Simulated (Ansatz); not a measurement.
# ZrC (Fm-3m) in Ansatz: elastic constants with LDA

Aim: the elastic constants of ZrC with LDA.

Program: Ansatz 0.2.0. These are calculated values, not measurements. Logs are shortened: lines on timing, memory, paths and dates and some standing lists are left out, and cuts for length are marked.

**1. The structure**

The structure is cubic, space group Fm-3m (No. 225). Conventional cell: a = 4.730 Å, b = 4.730 Å, c = 4.730 Å, α = 90.00°, β = 90.00°, γ = 90.00°. Around Zr (site symmetry m-3m) lie 6 C at 2.37 Å. C (site symmetry m-3m) has 6 Zr at 2.37 Å as nearest neighbours.

**2. Elastic constants, LDA**

The input, input.yaml:

```yaml
crystal:
  lattice:
    - [0.0, 2.365, 2.365]
    - [2.365, 0.0, 2.365]
    - [2.365, 2.365, 0.0]
  atoms:
    - { symbol: Zr, position: [0.5, 0.5, 0.5] }
    - { symbol: C, position: [0.0, 0.0, 0.0] }
hamiltonian:
  xc: lda
  pseudopotentials: { kind: paw }
kpoints:
  mp_grid: { grid: [7, 7, 7] }
scf:
  occupations: { method: fermi_dirac, width: 0.05 }
output:
  forces: true
  stress: true
elastic:
  mode: relaxed_ion
  stencil: two_point
```

Potentials or basis: Ansatz PAW.

Launch:

```bash
> ansatz run input.yaml --threads 2 --pin off --max-ram 5632MiB --backend cpu --events-out ev --progress --plain --runs-dir out
```

Log:

```text
Warning: RAYON_NUM_THREADS=2 ignored (pool sized by the plan → 2); use --threads N
Engine: ansatz 0.2.0, x86_64-unknown-linux-gnu
Pseudopotentials: kind: paw
Pseudopotential: Zr, paw, valence charge 12, recommended cutoff 420 eV (normal), Zr.paw.azcp
Pseudopotential: C, paw, valence charge 4, recommended cutoff 420 eV (normal), C.paw.azcp
Functional definition: SPW92
  exchange = slater_x
  correlation = pw_c
Crystal: 2 atoms, lattice volume = 26.456 Å³
Basis set: ecut = 420 eV, 531 PW (Γ)
Bands: 12, of which v1, the nominal top of the filled ones, is band 8 counted from 1 (7 counted from 0)
Symmetry: 48 space group operations
Space group: Fm-3m (ITA 225), of the structure as read, at distance tolerance 3.0e-5 Å
k-points: 20 of 343
Non-local potential: Zr, projectors of the file, l = 0: 3, l = 1: 2, l = 2: 2, l = 3: 2
Non-local potential: C, projectors of the file, l = 0: 2, l = 1: 2, l = 2: 1
PAW form: soft (Blöchl's): semilocal exchange-correlation on the pseudo side does not see the compensation charge
PAW frozen core: Zr, regenerated for the run's functional, and the local potential with it (the file was generated under x = pbe(κ = 0.804, μ = 0.2195149727645171), c = pbe(β = 0.06672455060314922))
PAW frozen core: C, regenerated for the run's functional, and the local potential with it (the file was generated under x = pbe(κ = 0.804, μ = 0.2195149727645171), c = pbe(β = 0.06672455060314922))
PAW one-centre angular grid: Zr, 590 points (default); XC on 64 Gauss nodes
PAW one-centre angular grid: C, 110 points (default); XC on 64 Gauss nodes
Initial density: superposition of atomic densities (neutral atoms: chi_scale 0, normalization atom), corrected by the library's trained network
Initial wavefunctions: pseudopotential atomic-orbital guess
Functional: x = slater, c = lda
SCF iter   1: F=—  HF=-4322.260014 eV  |F-HF|=—  |Δ(HF+E_count)|=         —  Δρ=6.15e-3  dr2=9.04e-3  ethr=1.77e-3  ⟨swp⟩=5.0  Hψ=1203  notcnv=0
preconditioner: auto → none  [insulator: Δε(μ)=0.141 eV  Ē_g=17.836 eV  σ=0.050 eV  W_gap=0.55  n_scr=8 (ndim 8)  ℏωp=27.0 eV  f_vac=0.000  D(μ)=0.45/eV (n_scr^D=0)  ε∞_Penn≈3.3]
SCF iter   2: F=—  HF=-4322.258130 eV  |F-HF|=—  |Δ(HF+E_count)|=   1.88e-3  Δρ=2.72e-3  dr2=1.29e-3  ethr=5.65e-5  ⟨swp⟩=1.0  Hψ=400  notcnv=0
SCF iter   3: F=—  HF=-4322.257911 eV  |F-HF|=—  |Δ(HF+E_count)|=   2.19e-4  Δρ=3.99e-4  dr2=1.83e-5  ethr=8.07e-6  ⟨swp⟩=2.8  Hψ=357  notcnv=0
SCF iter   4: F=—  HF=-4322.257909 eV  |F-HF|=—  |Δ(HF+E_count)|=   1.39e-6  Δρ=8.41e-5  dr2=9.31e-7  ethr=1.15e-7  ⟨swp⟩=2.0  Hψ=376  notcnv=0
SCF iter   5: F=—  HF=-4322.257907 eV  |F-HF|=—  |Δ(HF+E_count)|=   2.44e-6  Δρ=6.77e-6  dr2=6.69e-9  ethr=5.82e-9  ⟨swp⟩=1.6  Hψ=260  notcnv=0
SCF iter   6: F=—  HF=-4322.257907 eV  |F-HF|=—  |Δ(HF+E_count)|=   1.68e-9  Δρ=8.10e-7  dr2=1.65e-10  ethr=4.18e-11  ⟨swp⟩=2.5  Hψ=378  notcnv=0
SCF iter   7: F=—  HF=-4322.257907 eV  |F-HF|=—  |Δ(HF+E_count)|=  1.09e-11  Δρ=1.60e-7  dr2=5.89e-12  ethr=1.03e-12  ⟨swp⟩=2.1  Hψ=340  notcnv=0
SCF iter   8: F=—  HF=-4322.257907 eV  |F-HF|=—  |Δ(HF+E_count)|=  9.09e-13  Δρ=2.70e-8  dr2=1.76e-13  ethr=3.68e-14 (applied; sched 1.00e-12)  ⟨swp⟩=2.5  Hψ=390  notcnv=0
SCF iter   9: F=-4322.257907 eV  HF=-4322.257907 eV  |F-HF|=2.73e-12  |Δ(HF+E_count)|=  9.09e-13  Δρ=3.27e-9  dr2=3.36e-15  ethr=1.00e-12  ⟨swp⟩=3.8  Hψ=694  notcnv=0
SCF 1 converged in 9 iterations: F = -4322.257907 eV  dr2 = 3.36e-15
Crystal: 2 atoms, lattice volume = 26.403 Å³
Symmetry: 16 space group operations
k-points: 40 of 343
Initial density: handed on by an earlier stage of this run
Initial wavefunctions: those handed on with the density
iter 1 solved again at ethr=3.89e-7 eV; its pass at ethr=3.10e-3 eV (dr2=6.22e-5 eV) is discarded
SCF iter   1: F=—  HF=-4322.261878 eV  |F-HF|=—  |Δ(HF+E_count)|=         —  Δρ=4.47e-4  dr2=6.06e-5  ethr=3.89e-7  ⟨swp⟩=2.1  Hψ=3201  notcnv=0
preconditioner: auto → none  [metal: Δε(μ)=0.114 eV  Ē_g=17.850 eV  σ=0.050 eV  W_gap=0.46  n_scr=8 (ndim 8)  ℏωp=27.0 eV  f_vac=0.000  D(μ)=0.48/eV (n_scr^D=0)]
SCF iter   2: F=—  HF=-4322.261861 eV  |F-HF|=—  |Δ(HF+E_count)|=   1.78e-5  Δρ=1.12e-4  dr2=4.01e-6  ethr=3.79e-7  ⟨swp⟩=2.4  Hψ=623  notcnv=0
SCF iter   3: F=—  HF=-4322.261860 eV  |F-HF|=—  |Δ(HF+E_count)|=   7.85e-7  Δρ=1.38e-5  dr2=3.20e-8  ethr=2.51e-8  ⟨swp⟩=2.1  Hψ=612  notcnv=0
SCF iter   4: F=—  HF=-4322.261859 eV  |F-HF|=—  |Δ(HF+E_count)|=   4.93e-7  Δρ=2.60e-6  dr2=8.53e-10  ethr=2.00e-10  ⟨swp⟩=2.2  Hψ=757  notcnv=0
SCF iter   5: F=—  HF=-4322.261859 eV  |F-HF|=—  |Δ(HF+E_count)|=  1.13e-10  Δρ=2.41e-7  dr2=4.52e-12  ethr=5.33e-12  ⟨swp⟩=2.8  Hψ=778  notcnv=0
SCF iter   6: F=—  HF=-4322.261859 eV  |F-HF|=—  |Δ(HF+E_count)|=    0.00e0  Δρ=2.37e-8  dr2=1.13e-13  ethr=1.00e-12  ⟨swp⟩=4.8  Hψ=1675  notcnv=0
SCF iter   7: F=-4322.261859 eV  HF=-4322.261859 eV  |F-HF|=0.00e0  |Δ(HF+E_count)|=  9.09e-13  Δρ=4.24e-9  dr2=1.52e-15  ethr=1.00e-12  ⟨swp⟩=3.8  Hψ=1320  notcnv=0
SCF 2 converged in 7 iterations: F = -4322.261859 eV  dr2 = 1.52e-15
Crystal: 2 atoms, lattice volume = 26.509 Å³
iter 1 solved again at ethr=3.96e-11 eV; its pass at ethr=3.10e-3 eV (dr2=6.34e-9 eV) is discarded
SCF iter   1: F=—  HF=-4322.253615 eV  |F-HF|=—  |Δ(HF+E_count)|=         —  Δρ=1.06e-5  dr2=1.03e-8  ethr=3.96e-11  ⟨swp⟩=2.5  Hψ=3327  notcnv=0
preconditioner: auto → none  [metal: Δε(μ)=0.104 eV  Ē_g=17.832 eV  σ=0.050 eV  W_gap=0.44  n_scr=8 (ndim 8)  ℏωp=27.0 eV  f_vac=0.000  D(μ)=0.48/eV (n_scr^D=0)]
SCF iter   2: F=—  HF=-4322.253615 eV  |F-HF|=—  |Δ(HF+E_count)|=   1.47e-9  Δρ=4.96e-6  dr2=1.53e-9  ethr=3.96e-11  ⟨swp⟩=2.0  Hψ=543  notcnv=0
SCF iter   3: F=—  HF=-4322.253615 eV  |F-HF|=—  |Δ(HF+E_count)|=  7.55e-10  Δρ=6.44e-7  dr2=2.67e-11  ethr=9.58e-12  ⟨swp⟩=1.9  Hψ=534  notcnv=0
SCF iter   4: F=—  HF=-4322.253615 eV  |F-HF|=—  |Δ(HF+E_count)|=  1.73e-11  Δρ=5.27e-8  dr2=2.72e-13  ethr=1.67e-13 (applied; sched 1.00e-12)  ⟨swp⟩=2.3  Hψ=627  notcnv=0
SCF iter   5: F=-4322.253615 eV  HF=-4322.253615 eV  |F-HF|=1.82e-12  |Δ(HF+E_count)|=  9.09e-13  Δρ=8.38e-9  dr2=9.51e-15  ethr=1.00e-12  ⟨swp⟩=4.1  Hψ=1541  notcnv=0
SCF 3 converged in 5 iterations: F = -4322.253615 eV  dr2 = 9.51e-15
Symmetry: 8 space group operations
k-points: 64 of 343
iter 1 solved again at ethr=1.32e-8 eV; its pass at ethr=3.10e-3 eV (dr2=2.11e-6 eV) is discarded
SCF iter   1: F=—  HF=-4322.257823 eV  |F-HF|=—  |Δ(HF+E_count)|=         —  Δρ=1.19e-4  dr2=2.03e-6  ethr=1.32e-8  ⟨swp⟩=2.3  Hψ=5291  notcnv=0
preconditioner: auto → none  [metal: Δε(μ)=0.107 eV  Ē_g=17.841 eV  σ=0.050 eV  W_gap=0.44  n_scr=8 (ndim 8)  ℏωp=27.0 eV  f_vac=0.000  D(μ)=0.48/eV (n_scr^D=0)]
SCF iter   2: F=—  HF=-4322.257823 eV  |F-HF|=—  |Δ(HF+E_count)|=   5.51e-7  Δρ=4.67e-5  dr2=2.61e-7  ethr=1.27e-8  ⟨swp⟩=1.6  Hψ=868  notcnv=0
SCF iter   3: F=—  HF=-4322.257822 eV  |F-HF|=—  |Δ(HF+E_count)|=   4.36e-8  Δρ=6.22e-6  dr2=4.25e-9  ethr=1.63e-9  ⟨swp⟩=1.5  Hψ=843  notcnv=0
SCF iter   4: F=—  HF=-4322.257822 eV  |F-HF|=—  |Δ(HF+E_count)|=  5.08e-10  Δρ=4.94e-7  dr2=2.72e-11  ethr=2.66e-11  ⟨swp⟩=1.2  Hψ=798  notcnv=0
SCF iter   5: F=—  HF=-4322.257822 eV  |F-HF|=—  |Δ(HF+E_count)|=    0.00e0  Δρ=6.34e-8  dr2=8.07e-13  ethr=1.70e-13 (applied; sched 1.00e-12)  ⟨swp⟩=2.0  Hψ=1069  notcnv=0
SCF iter   6: F=-4322.257822 eV  HF=-4322.257822 eV  |F-HF|=1.82e-12  |Δ(HF+E_count)|=  9.09e-13  Δρ=1.14e-8  dr2=1.35e-14  ethr=1.00e-12  ⟨swp⟩=4.8  Hψ=2548  notcnv=0
SCF 4 converged in 6 iterations: F = -4322.257822 eV  dr2 = 1.35e-14
iter 1 solved again at ethr=2.72e-11 eV; its pass at ethr=3.10e-3 eV (dr2=4.36e-9 eV) is discarded
SCF iter   1: F=—  HF=-4322.257822 eV  |F-HF|=—  |Δ(HF+E_count)|=         —  Δρ=8.31e-6  dr2=3.72e-9  ethr=2.72e-11  ⟨swp⟩=1.8  Hψ=5058  notcnv=0
preconditioner: auto → none  [metal: Δε(μ)=0.108 eV  Ē_g=17.841 eV  σ=0.050 eV  W_gap=0.45  n_scr=8 (ndim 8)  ℏωp=27.0 eV  f_vac=0.000  D(μ)=0.48/eV (n_scr^D=0)]
SCF iter   2: F=—  HF=-4322.257822 eV  |F-HF|=—  |Δ(HF+E_count)|=   1.46e-9  Δρ=3.97e-6  dr2=5.22e-10  ethr=2.33e-11  ⟨swp⟩=2.0  Hψ=883  notcnv=0
SCF iter   3: F=—  HF=-4322.257822 eV  |F-HF|=—  |Δ(HF+E_count)|=  6.58e-10  Δρ=6.47e-7  dr2=1.26e-11  ethr=3.26e-12  ⟨swp⟩=1.8  Hψ=941  notcnv=0
SCF iter   4: F=-4322.257822 eV  HF=-4322.257822 eV  |F-HF|=9.09e-13  |Δ(HF+E_count)|=  1.91e-11  Δρ=3.02e-8  dr2=6.27e-14  ethr=1.00e-12  ⟨swp⟩=3.0  Hψ=3058  notcnv=0
SCF 5 converged in 4 iterations: F = -4322.257822 eV  dr2 = 6.27e-14
SCF converged after 9 iterations
Free energy (F): -4322.257907 eV
Harris-Foulkes:  -4322.257907 eV  (|F-HF|=2.73e-12)
Internal energy: -4322.254229 eV  (E = F + TS)
E sigma→0 (E₀):  -4322.256068 eV
Entropy (-TS):   -0.003677 eV (-1.839 meV/atom)
Fermi energy:    14.217657 eV
--- Per-component energies (eV) ---
  E_band       = -57.368335
  E_kinetic    = 421.274209
  E_local      = -610.061481  (includes V_loc(G=0)·N_el)
  E_nonlocal   = 109.478623
  E_hartree    = 181.301984
  E_xc         = -209.263703
  E_vxc        = -251.322170  (∫ρ·V_xc dr)
  E_paw        = -2939.553307  (= ΣΔE_a)
  E_vpaw       = -89.341523  (= ΣTr[D̂ρ^β])
  E_aug_tail   = 0.000039  (compensation charges beyond the density's cutoff)
  E_ewald      = -1275.863827
  E_core_change = 0.433233  (= ΣΔE_core)
  E_smearing   = -0.003677  (= −TS)
  E_closure    = 0.000000  (closes the sum)
  Σ components = -4322.257907   (vs F -4322.257907, Δ=0.00e0)
--- Forces (eV/Å), atoms counted from 1 ---
  atom   1  Zr     0.00000000    -0.00000000    -0.00000000
  atom   2  C     -0.00000000     0.00000000     0.00000000
  max |Σ_I F_I| component: 4.28e-29 eV/Å
--- Stress (GPa, compression-positive) ---
      -12.489246      -0.000000      -0.000000
        0.000000     -12.489246       0.000000
        0.000000      -0.000000     -12.489246
  P = ⅓ Tr σ = -12.4892 GPa (-124.892 kbar)
--- Band table (eV; the first three rows and the last of 20) ---
  k-point 0: bands = ["-33.7597", "-11.5309", "-11.5309", "-11.5309", "3.1625", "15.2062", "15.2062", "15.2062", "15.2979", "15.2979", "15.2979", "17.0107"]
  k-point 1: bands = ["-33.7420", "-11.6926", "-11.5454", "-11.5454", "3.6054", "13.2393", "13.6775", "13.6775", "15.8991", "15.8991", "16.3718", "18.8590"]
  k-point 2: bands = ["-33.7020", "-12.0386", "-11.5776", "-11.5776", "4.7258", "11.0446", "12.2440", "12.2440", "17.0838", "17.0838", "17.2511", "21.5694"]
  k-point 19: bands = ["-33.6360", "-12.0470", "-12.0172", "-11.7691", "5.1079", "11.2087", "11.9483", "12.2210", "16.8405", "18.0373", "19.6854", "21.3084"]
--- Elastic constants: 2 strain directions × 2 members + reference (group order 48) ---
  dense FFT box of the reference and of every strained cell: 24×24×24
  strains applied: 11, 23; error gains: componentwise 1.00 (the most a stress slope's error grows in a printed constant), spectral 1.73 (1 for all six strains in a standard setting)
  C = ∂σ_k/∂η_j (tension-positive GPa; Voigt order 11 22 33 23 13 12):
       390.137     97.052     97.052      0.000      0.000      0.000
        97.052    390.137     97.052      0.000      0.000     -0.000
        97.052     97.052    390.137      0.000     -0.000     -0.000
         0.000     -0.000     -0.000    146.022      0.000     -0.000
         0.000     -0.000      0.000     -0.000    146.022     -0.000
         0.000     -0.000      0.000     -0.000     -0.000    146.022
  reference stress σ⁰ (GPa):     12.489     12.489     12.489      0.000      0.000      0.000
  C* (energy form; C + prestress term) asymmetry max|C*_kj − C*_jk| = 1.421e-14 GPa — a small one proves nothing (zero by symmetry where the batch's group is 432, −43m or m−3m); a large one is finite-difference/SCF noise where every solve meets its electron count
  moduli (Voigt/Reuss/Hill, GPa): K = 194.75/194.75/194.75   G = 146.23/146.23/146.23   E = 350.87   ν = 0.200
  mechanically stable: yes (min eigenvalue of sym C = 146.02 GPa)
  strain η (Voigt 11):  stress-route row diagonal C_11 = 390.14 GPa, energy-path curvature d²(F+E_count+ΔE)/dδ²/Ω₀ = 389.94 GPa
         δ    σ_11 (GPa)             F (eV)   n_scf  n_hpsi   n_pw
    -2.000e-3      11.6983       -4322.2618593       7    9524    531   relax 0 steps, max|allowed force component| 4.93e-32 eV/Å
     2.000e-3      13.2588       -4322.2536147       5    7128    531   relax 0 steps, max|allowed force component| 3.40e-30 eV/Å
  strain η (Voigt 23):  stress-route row diagonal C_44 = 146.02 GPa, energy-path curvature d²(F+E_count+ΔE)/dδ²/Ω₀ = 139.62 GPa
         δ    σ_23 (GPa)             F (eV)   n_scf  n_hpsi   n_pw
    -2.000e-3      -0.2920       -4322.2578225       6   12313    531   relax 0 steps, max|allowed force component| 3.98e-29 eV/Å
     2.000e-3       0.2920       -4322.2578225       4   10834    531   relax 0 steps, max|allowed force component| 7.20e-30 eV/Å
```

Run time: 2 s. Hardware: 2 threads of Intel Xeon Platinum 8488C (Sapphire Rapids), shared host; peak memory 0.37 GiB.

What came out:

* Free energy: -4322.2579 eV
* Pressure: -12.5 GPa
* Band gap on the k mesh: none (metal or under the smearing width)
* Elastic constants C11, C12, C44: 390, 97, 146 GPa
* Voigt bulk modulus: 195 GPa

Levels at points of the mesh, in eV from the Fermi level:
```csv
k point,band 6,band 7,band 8,band 9,band 10,band 11
"(0.00, 0.00, 0.00)",0.99,0.99,0.99,1.08,1.08,1.08
```

Elastic tensor in Voigt notation (GPa, in the Cartesian axes of the cell as first typed):
```
390  97  97   0   0   0
 97 390  97   0   0   0
 97  97 390   0   0   0
  0   0   0 146   0   0
  0   0   0   0 146   0
  0   0   0   0   0 146
```

Caveat: the cell is more than 3 GPa from zero pressure, which shifts response properties; elastic constants of metals need much finer meshes, so these are rough; the PAW data sets come from PBE, with cores solved anew for the run's functional, which leaves a small shift of forces and pressure.
